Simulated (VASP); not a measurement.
# AlAs (F-43m) in VASP: a series of runs

Aim: see how the results for AlAs move with the level of theory and the settings. Levels: PBEsol, LDA, PBE. Tasks: relaxation of cell and atoms.

Program: VASP 6.6.1. These are calculated values, not measurements. Logs are shortened: lines on timing, memory, paths and dates and some standing lists are left out, and cuts for length are marked.

### Step 1. Starting point

It takes space group F-43m (No. 216, cubic). Conventional cell: a = 5.676 Å, b = 5.676 Å, c = 5.676 Å, α = 90.00°, β = 90.00°, γ = 90.00°. Al (site symmetry -43m) has 4 As at 2.46 Å as nearest neighbours. As (site symmetry -43m) has 4 Al at 2.46 Å as nearest neighbours.

The cell is a database's computed one.

### Step 2. Relaxation of cell and atoms, PBEsol

INCAR reads:

```
PREC = Accurate
ENCUT = 600
EDIFF = 1E-7
ISMEAR = 0
SIGMA = 0.02
LREAL = F
LASPH = T
NELM = 100
ALGO = Normal
ISIF = 3
LWAVE = F
LCHARG = F
GGA = PS
IBRION = 2
NSW = 90
EDIFFG = -0.005
```

KPOINTS reads:

```
regular mesh
0
Gamma
  8 8 8
```

POSCAR reads:

```
AlAs
1.0
    0.0000000000      2.8379008000      2.8379008000
    2.8379008000      0.0000000000      2.8379008000
    2.8379008000      2.8379008000      0.0000000000
Al As
1 1
Direct
    0.0000000000      0.0000000000      0.0000000000
    0.2500000000      0.2500000000      0.2500000000
```

Potentials or basis: VASP PAW PBE potentials, release 64 (Al, As).

Run with:

```bash
$ cat potpaw_PBE.64/Al/POTCAR potpaw_PBE.64/As/POTCAR > POTCAR
$ mpirun -np 1 vasp_std > vasp.out
```

OUTCAR:

```text
PREC = Accurate
   ENCUT = 600
   EDIFF = 1E-7
   ISMEAR = 0
   LREAL = F
   LASPH = T
   NELM = 100
   ISIF = 3
   GGA = PS
   IBRION = 2
   NSW = 90
   EDIFFG = -0.005

 ion  position               nearest neighbor table
   1  0.000  0.000  0.000-   2 2.46   2 2.46   2 2.46   2 2.46
   2  0.250  0.250  0.250-   1 2.46   1 2.46   1 2.46   1 2.46

  LATTYP: Found a face centered cubic cell.
 ALAT       =     5.6758016000

  Lattice vectors:

 A1 = (   0.0000000000,   2.8379008000,   2.8379008000)
 A2 = (   2.8379008000,   0.0000000000,   2.8379008000)
 A3 = (   2.8379008000,   2.8379008000,   0.0000000000)

Analysis of symmetry for initial positions (statically):
=====================================================================
 Subroutine PRICEL returns:
 Original cell was already a primitive cell.

 Routine SETGRP: Setting up the symmetry group for a
 face centered cubic supercell.

 Subroutine GETGRP returns: Found 24 space group operations
 (whereof 24 operations were pure point group operations)
 out of a pool of 48 trial point group operations.

The static configuration has the point symmetry T_d .

Analysis of symmetry for dynamics (positions and initial velocities):
=====================================================================
 Subroutine PRICEL returns:
 Original cell was already a primitive cell.

 Routine SETGRP: Setting up the symmetry group for a
 face centered cubic supercell.

 Subroutine GETGRP returns: Found 24 space group operations
 (whereof 24 operations were pure point group operations)
 out of a pool of 48 trial point group operations.

The dynamic configuration has the point symmetry T_d .

 Subroutine INISYM returns: Found 24 space group operations
 (whereof 24 operations are pure point group operations),
 and found     1 'primitive' translations

----------------------------------------------------------------------------------------

                                     Primitive cell

  volume of cell :      45.7111

  direct lattice vectors                    reciprocal lattice vectors
     0.000000000  2.837900800  2.837900800    -0.176186567  0.176186567  0.176186567
     2.837900800  0.000000000  2.837900800     0.176186567 -0.176186567  0.176186567
     2.837900800  2.837900800  0.000000000     0.176186567  0.176186567 -0.176186567

  length of vectors
     4.013397800  4.013397800  4.013397800     0.305164086  0.305164086  0.305164086

[... 97 lines left out ...]
   IALGO  =     38    algorithm
   IMIX   =      4    mixing-type and parameters
     AMIX     =   0.40;   BMIX     =  1.00
     AMIX_MAG =   1.60;   BMIX_MAG =  1.00
  volume/ion in A,a.u.               =      22.86       154.24
  Fermi-wavevector in a.u.,A,eV,Ry     =   0.915723  1.730466 11.409155  0.838549
  Thomas-Fermi vector in A             =   2.040497
   LORBIT       =      0    0 simple, 1 ext, 2 COOP (PROOUT), +10 PAW based schemes
   GGA     = PS    functional components
   LHFCALC =     F    Hartree Fock is set to
   AEXX    =    0.0000 exact exchange contribution
   IVDW    =     0    specifies the selected vdW correction
   LEPSILON=     F    determine dielectric tensor
   LRPA    =     F    only Hartree local field effects (RPA)
 conjugate gradient relaxation of ions
 non-spin polarized calculation
 Gauss-broadening in eV      SIGMA  =   0.02
  energy-cutoff  :      600.00
  volume of cell :       45.71
 maximum number of plane-waves:      1540
   NGX = 17   NGY = 17   NGZ = 17

--------------------------------------- Ionic step        1  -------------------------------------------

 number of electron       8.0000001 magnetization

 Free energy of the ion-electron system (eV)
  ---------------------------------------------------
  ext. energy  EPLUGINS =         0.00000000
  ---------------------------------------------------
  free energy    TOTEN  =       -10.06484258 eV

  energy without entropy =      -10.06484258  energy(sigma->0) =      -10.06484258

------------------------ aborting loop because EDIFF is reached ----------------------------------------

  FORCE on cell =-STRESS in cart. coord.  units (eV):
  Direction    XX          YY          ZZ          XY          YZ          ZX
  --------------------------------------------------------------------------------------
  -------------------------------------------------------------------------------------
  Total        0.0658265      0.0658265      0.0658265     -0.0000000      0.0000000      0.0000000
  in kB        2.3072239      2.3072239      2.3072239     -0.0000000      0.0000000      0.0000000
  external PRESSURE =       2.3072239 kB  Pullay stress =       0.0000000 kB
[... 59 lines left out ...]
--------------------------------------- Ionic step        3  -------------------------------------------

 number of electron       8.0000001 magnetization

 Free energy of the ion-electron system (eV)
  ---------------------------------------------------
  ext. energy  EPLUGINS =         0.00000000
  ---------------------------------------------------
  free energy    TOTEN  =       -10.06494565 eV

  energy without entropy =      -10.06494565  energy(sigma->0) =      -10.06494565

 E-fermi :   3.7925     XC(G=0):  -9.1529

 val. band max:        3.7083556690   @ k =   0.0000   0.0000   0.0000
 cond. band min:       5.0464966150   @ k =   0.5000   0.5000   0.0000
 fundamental gap:      1.3381409460
 Fermi energy:         3.7924818035

 k-point     1 :       0.0000    0.0000    0.0000
  band No.  band energies     occupation
      1      -8.1168      2.00000
      2       3.7084      2.00000
      3       3.7084      2.00000
      4       3.7084      2.00000
      5       5.6018      0.00000
      6       7.9526      0.00000
      7       7.9526      0.00000
      8       7.9526      0.00000
[... 243 lines left out ...]
 k-point    24 :      -0.3750    0.2500    0.1250
  band No.  band energies     occupation
      1      -6.4568      2.00000
      2      -1.5329      2.00000
      3       1.0196      2.00000
      4       2.1723      2.00000
      5       7.2939      0.00000
      6       7.8607      0.00000
      7      10.3077      0.00000
      8      11.2384      0.00000

 [... further k-points ...]

------------------------ aborting loop because EDIFF is reached ----------------------------------------

  FORCE on cell =-STRESS in cart. coord.  units (eV):
  Direction    XX          YY          ZZ          XY          YZ          ZX
  --------------------------------------------------------------------------------------
  -------------------------------------------------------------------------------------
  Total        0.0009036      0.0009036      0.0009036     -0.0000000     -0.0000000      0.0000000
  in kB        0.0315721      0.0315721      0.0315721     -0.0000000     -0.0000000      0.0000000
  external PRESSURE =       0.0315721 kB  Pullay stress =       0.0000000 kB
[... 17 lines left out ...]
  FREE ENERGIE OF THE ION-ELECTRON SYSTEM (eV)
  ---------------------------------------------------
  free  energy   TOTEN  =       -10.0649456464 eV

  energy  without entropy=      -10.0649456463  energy(sigma->0) =      -10.06494565

 reached required accuracy - stopping structural energy minimisation
```

CONTCAR:

```text
AlAs
   1.00000000000000
     0.0000000000000000    2.8408791550424404    2.8408791550424404
     2.8408791550424404    0.0000000000000000    2.8408791550424404
     2.8408791550424404    2.8408791550424404   -0.0000000000000000
  Al              As
     1     1
Direct
     0.0000000000000000    0.0000000000000000    0.0000000000000000
     0.2500000000000000    0.2500000000000000    0.2500000000000000

  0.00000000E+00  0.00000000E+00  0.00000000E+00
  0.00000000E+00  0.00000000E+00  0.00000000E+00
```

Wall time 17 s (1 thread of Intel Xeon Platinum 8559C (Emerald Rapids), shared host); peak memory 0.18 GiB.

What came out:

```yaml
Free_energy: -10.0649 eV
Relaxed_volume: 22.93 Å³/atom
Relaxed_cell: a = 4.018 Å, b = 4.018 Å, c = 4.018 Å, α = 60.00°, β = 60.00°, γ = 60.00°
Space_group_after_relaxing_to_0.05_Å: F-43m (No. 216)
Energy_gained_by_relaxing: 0.1 meV/atom
Ionic_steps: 3
Pressure_after_relaxing: 0.0 GPa
Band_gap_on_the_k_mesh: 1.34 eV, indirect (least direct gap 1.89 eV)
```

The path:
| step | energy change (eV) | largest force (eV/Å) | pressure (GPa) | volume (Å³) |
| --- | --- | --- | --- | --- |
| 1 | 0.0000 | 0.0000 | 0.23 | 45.71 |
| 2 | -0.0001 | 0.0000 | -0.11 | 45.93 |
| 3 | -0.0001 | 0.0000 | 0.00 | 45.86 |

Final structure:
```
Al As
1.0
     0.00000    2.84088    2.84088
     2.84088    0.00000    2.84088
     2.84088    2.84088    0.00000
Al As
1 1
Direct
  0.00000 0.00000 0.00000
  0.25000 0.25000 0.25000
```

Caveat: the PAW data sets were made with another functional, which shifts forces and pressure a little. A k mesh can miss the band edges.

### Step 3. Relaxation of cell and atoms, LDA

INCAR: that of step 2 with these lines changed.

```diff
@@ -12,3 +12,3 @@
 LCHARG = F
-GGA = PS
+GGA = CA
 IBRION = 2
```

KPOINTS is that of step 2.

POSCAR is that of step 2.

Potentials or basis: VASP PAW LDA potentials, release 64 (Al, As).

Run with:

```bash
$ cat potpaw_LDA.64/Al/POTCAR potpaw_LDA.64/As/POTCAR > POTCAR
$ mpirun -np 1 vasp_std > vasp.out
```

It took 14 s on 1 thread of Intel Xeon Platinum 8559C (Emerald Rapids), shared host; peak memory 0.16 GiB.

Results (log left out):

```yaml
Free_energy: -10.5143 eV
Relaxed_volume: 22.40 Å³/atom
Relaxed_cell: a = 3.987 Å, b = 3.987 Å, c = 3.987 Å, α = 60.00°, β = 60.00°, γ = 60.00°
Space_group_after_relaxing_to_0.05_Å: F-43m (No. 216)
Energy_gained_by_relaxing: 2.1 meV/atom
Ionic_steps: 3
Pressure_after_relaxing: 0.0 GPa
Band_gap_on_the_k_mesh: 1.32 eV, indirect (least direct gap 1.98 eV)
```

The path:
| step | energy change (eV) | largest force (eV/Å) | pressure (GPa) | volume (Å³) |
| --- | --- | --- | --- | --- |
| 1 | 0.0000 | 0.0000 | -1.47 | 45.71 |
| 2 | -0.0031 | 0.0000 | 0.79 | 44.34 |
| 3 | -0.0042 | 0.0000 | 0.00 | 44.80 |

Final structure:
```cif
data_structure
_symmetry_space_group_name_H-M 'P 1'
_symmetry_Int_Tables_number 1
_cell_length_a 3.9865
_cell_length_b 3.9865
_cell_length_c 3.9865
_cell_angle_alpha 60.000
_cell_angle_beta 60.000
_cell_angle_gamma 60.000
_cell_volume 44.80
loop_
_atom_site_label
_atom_site_type_symbol
_atom_site_fract_x
_atom_site_fract_y
_atom_site_fract_z
_atom_site_occupancy
Al1 Al 0.00000 0.00000 0.00000 1
As1 As 0.25000 0.25000 0.25000 1
```

Levels at points of the mesh, in eV from the valence-band top:
```csv
k point,band 1,band 2,band 3,band 4,band 5,band 6,band 7,band 8
"(0.00, 0.00, 0.00)",-11.96,0.00,0.00,0.00,1.98,4.27,4.27,4.27
"(0.50, 0.00, 0.00)",-10.52,-5.65,-0.83,-0.83,2.07,4.64,4.64,7.61
"(0.50, 0.50, 0.00)",-9.96,-5.49,-2.20,-2.20,1.32,2.20,10.30,10.30
```

### Step 4. Relaxation of cell and atoms, PBE

INCAR: that of step 3 with these lines changed.

```diff
@@ -12,3 +12,3 @@
 LCHARG = F
-GGA = CA
+GGA = PE
 IBRION = 2
```

KPOINTS is that of step 3.

POSCAR is that of step 3.

Potentials or basis: VASP PAW PBE potentials, release 64 (Al, As).

Run with:

```bash
$ cat potpaw_PBE.64/Al/POTCAR potpaw_PBE.64/As/POTCAR > POTCAR
$ mpirun -np 1 vasp_std > vasp.out
```

Wall time 19 s (1 thread of Intel Xeon Platinum 8559C (Emerald Rapids), shared host); peak memory 0.19 GiB.

It converged, with:

* Free energy: -9.3881 eV
* Relaxed volume: 23.55 Å³/atom
* Relaxed cell: a = 4.054 Å, b = 4.054 Å, c = 4.054 Å, α = 60.00°, β = 60.00°, γ = 60.00°
* Space group after relaxing (to 0.05 Å): F-43m (No. 216)
* Energy gained by relaxing: 4.5 meV/atom
* Ionic steps: 3
* Pressure after relaxing: 0.0 GPa
* Band gap on the k mesh: 1.50 eV, indirect (least direct gap 1.76 eV)

Step by step:
```csv
step,energy change (eV),largest force (eV/Å),pressure (GPa),volume (Å³)
1,0.0000,0.0000,2.15,45.71
2,-0.0071,0.0000,-0.92,47.77
3,-0.0091,0.0000,0.01,47.10
```

Final structure:
```xyz
2
Lattice="0.0000 2.8664 2.8664 2.8664 0.0000 2.8664 2.8664 2.8664 0.0000" Properties=species:S:1:pos:R:3 pbc="T T T"
Al    0.0000    0.0000    0.0000
As    1.4332    1.4332    1.4332
```

Levels at points of the mesh, in eV from the valence-band top:
```tsv
k point	band 2	band 3	band 4	band 5	band 6	band 7
(0.00, 0.00, 0.00)	0.00	0.00	0.00	1.76	4.22	4.22
(0.50, 0.00, 0.00)	-5.41	-0.80	-0.80	2.00	4.65	4.65
(0.50, 0.50, 0.00)	-5.30	-2.09	-2.09	1.50	2.29	10.04
```

A k mesh can miss the band edges.

### Step 5. Summary

```tsv
level	potentials or basis	gap on the mesh (eV)	pressure (GPa)	relaxed volume (Å³/atom)
PBEsol	VASP PAW PBE potentials, release 64 (Al, As)	1.34	0.0	22.93
LDA	VASP PAW LDA potentials, release 64 (Al, As)	1.32	0.0	22.40
PBE	VASP PAW PBE potentials, release 64 (Al, As)	1.50	0.0	23.55
```

Alike in all rows: task relaxation of cell and atoms; no spin polarisation; cell relaxed; k mesh 8 × 8 × 8; cutoff (eV) 600; smearing gaussian 0.02 eV.

Caveats: the PAW data sets were made with another functional, which shifts forces and pressure a little (some runs).

Absolute energies hang on the potentials; compare differences alone.
